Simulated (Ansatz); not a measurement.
**PtS2: elastic constants with PBEsol**

The system is PtS2.

```xyz
3
Lattice="3.5432 0.0000 0.0000 -1.7716 3.0685 0.0000 0.0000 0.0000 5.0388" Properties=species:S:1:pos:R:3 pbc="T T T"
Pt    0.0000    0.0000    0.0000
S     1.7716    1.0228    3.8950
S     0.0000    2.0457    1.1438
```

| Item | Value |
| --- | --- |
| Program | Ansatz 0.2.0 |
| Task | elastic constants |
| Functional | PBEsol |
| Potentials or basis | Ansatz PAW |
| Cutoff | 420 eV (not typed: the program's choice for these potentials) |
| k mesh | 7 × 7 × 4 |
| Occupations | fixed |
| Spin | no spin polarisation |
| Atoms under strain | clamped |

```yaml
Pressure: 6.4 GPa
Largest_force: 0.951 eV/Å
Band_gap_on_the_k_mesh: 0.76 eV, indirect (least direct gap 0.93 eV)
Voigt_bulk_modulus: 169 GPa
```

Forces on the atoms (eV/Å):
```
Pt   0.000  0.000  0.000
S    0.000  0.000 -0.951
S    0.000  0.000  0.951
```

Stress tensor (GPa, compression positive):
```
6.66 0.00 0.00
0.00 6.66 0.00
0.00 0.00 5.92
```

Levels at points of the mesh, in eV from the valence-band top:
| k point | band 11 | band 12 | band 13 | band 14 | band 15 | band 16 | band 17 | band 18 | band 19 |
| --- | --- | --- | --- | --- | --- | --- | --- | --- | --- |
| (0.00, 0.00, 0.00) | -3.97 | -1.76 | -1.09 | -1.09 | -0.08 | 2.49 | 2.49 | 4.68 | 5.64 |
| (0.00, 0.00, -0.50) | -4.00 | -2.49 | -1.28 | -1.28 | -0.86 | 2.97 | 2.97 | 5.36 | 7.27 |

Elastic tensor in Voigt notation (GPa, ions clamped, in the Cartesian axes of the cell as first typed):
```
333 131 121 -62   0   0
131 333 121  62   0   0
121 121 108   0   0   0
-62  62   0 105   0   0
  0   0   0   0 105 -62
  0   0   0   0 -62 101
```

Run time: 3.5 s on 2 threads of AMD EPYC 9R45 96-Core Processor (Zen 5), with other jobs on the host, peak memory 0.41 GiB.

Caveat: the cell is more than 3 GPa from zero pressure, which shifts response properties; odd divisions of the mesh miss points on the zone boundary, where band edges often lie, so the gap on the mesh can be too wide; spin-orbit coupling is left out, which moves the levels of the heavy elements; the PAW data sets come from PBE, with cores solved anew for the run's functional, which leaves a small shift of forces and pressure. A k mesh can miss the band edges.
